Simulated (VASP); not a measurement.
Crystal: HfO2.

```
CELL_PARAMETERS angstrom
0.00000 2.51608 2.51608
2.51608 0.00000 2.51608
2.51608 2.51608 0.00000
ATOMIC_POSITIONS crystal
Hf 0.00000 0.00000 0.00000
O 0.75000 0.75000 0.75000
O 0.25000 0.25000 0.25000
```

Measurements of this composition are mostly on another form, of space group No. 14.

```yaml
Program: VASP 6.6.1
Task: relaxation of cell and atoms
Functional: PBE
Potentials_or_basis: VASP PAW PBE potentials, release 64 (Hf_pv, O)
Cutoff: 600 eV
k_mesh: 8 × 8 × 8
Occupations: gaussian, width 0.02 eV
Spin: no spin polarisation
```

At the start: pressure 6.1 GPa; volume 10.62 Å³/atom.

**Question.** How do energy, volume and symmetry change on relaxing?

**Answer.** Over 3 steps the energy falls by 4.6 meV/atom and the volume is 10.87 Å³/atom (+2.4 %); space group Fm-3m (No. 225, to 0.05 Å).

Step by step:
```csv
step,energy change (eV),largest force (eV/Å),pressure (GPa),volume (Å³)
1,0.0000,0.0000,6.08,31.86
2,0.0163,0.0000,-8.11,33.75
3,-0.0138,0.0000,0.06,32.61
```

Final structure:
```yaml
crystal:
  lattice:
    - [0.00000, 2.53565, 2.53565]
    - [2.53565, 0.00000, 2.53565]
    - [2.53565, 2.53565, 0.00000]
  atoms:
    - { symbol: Hf, position: [0.00000, 0.00000, 0.00000] }
    - { symbol: O, position: [0.75000, 0.75000, 0.75000] }
    - { symbol: O, position: [0.25000, 0.25000, 0.25000] }
```
